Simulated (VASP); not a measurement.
Write the native input for VASP 6.6.1 that does the following.

- Task: single point
- Functional: LDA
- Potentials or basis: VASP PAW LDA potentials, release 64 (O, H, C)
- Cutoff: 520 eV
- k mesh: 1 × 1 × 1
- Occupations: fermi-dirac, width 0.02 eV
- Spin: no spin polarisation
- Dipole correction: no
- Further INCAR settings: LREAL = Auto; ALGO = Fast; EDIFF = 1e-07; NBANDS = 39

The structure of H10CO6 lies in POSCAR:

```
H10CO6
1.0
    6.1962860000      0.0000000000      0.0000000000
    0.0000000000      6.1962860000      0.0000000000
    0.0000000000      0.0000000000      6.1962860000
O H C
6 10 1
Direct
    0.3646862007      0.0448655856      1.0125904453
    0.6695301024      0.5656452914      0.5595287241
    0.7035020656      0.3070387648      0.8711186023
    0.3848595756      0.2968875226      0.4503020035
    0.2537971940      0.6569903326      0.8436343965
    0.2478904298      0.9032346151      0.5675335193
    0.5220708018      0.1053050166      0.9765850059
    0.2853483522      0.0777885333      0.8671807596
    0.7399109725      0.6760501371      0.4730575703
    0.5703416530      0.4435721656      0.4883570578
    0.6953036061      0.4485428852      0.7893922262
    0.8276570836      0.3658159097      0.9502789251
    0.3659772967      0.1516876400      0.5346912651
    0.4087448514      0.2698390617      0.3011642781
    0.3003896205      0.7921196665      0.9274910809
    0.2193894859      0.5860123306      0.5222160501
    0.2284594352      0.7225780088      0.6317009899
```

The cell was built by a generator and needn't be a form met in nature.

One way to write it, as run:

INCAR

```
SYSTEM = H10CO6
PREC = Accurate
ENCUT = 520
EDIFF = 1E-7
ISMEAR = -1
SIGMA = 0.02
LREAL = Auto
LASPH = .TRUE.
NELM = 60
ALGO = Fast
ISIF = 2
LWAVE = .FALSE.
LCHARG = .FALSE.
NBANDS = 39
```

KPOINTS

```
Automatic mesh
0
G
  1 1 1
  0 0 0
```

Potentials or basis: VASP PAW LDA potentials, release 64 (O, H, C).

Run with:

```sh
$ cat potpaw_LDA.64/O/POTCAR potpaw_LDA.64/H/POTCAR potpaw_LDA.64/C/POTCAR > POTCAR
$ mpirun -np 1 vasp_gam > vasp.out
```

Results of the run:

- Pressure: -2.2 GPa
- Largest force: 3.906 eV/Å
- Band gap on the k mesh: 4.59 eV, direct

Caveat: the standard files for N, O and F lose accuracy on very short bonds.

Wall time 21 s on 1 thread of AMD EPYC 7R13 Processor (Zen 3), on a shared host, peak memory 0.2 GiB.
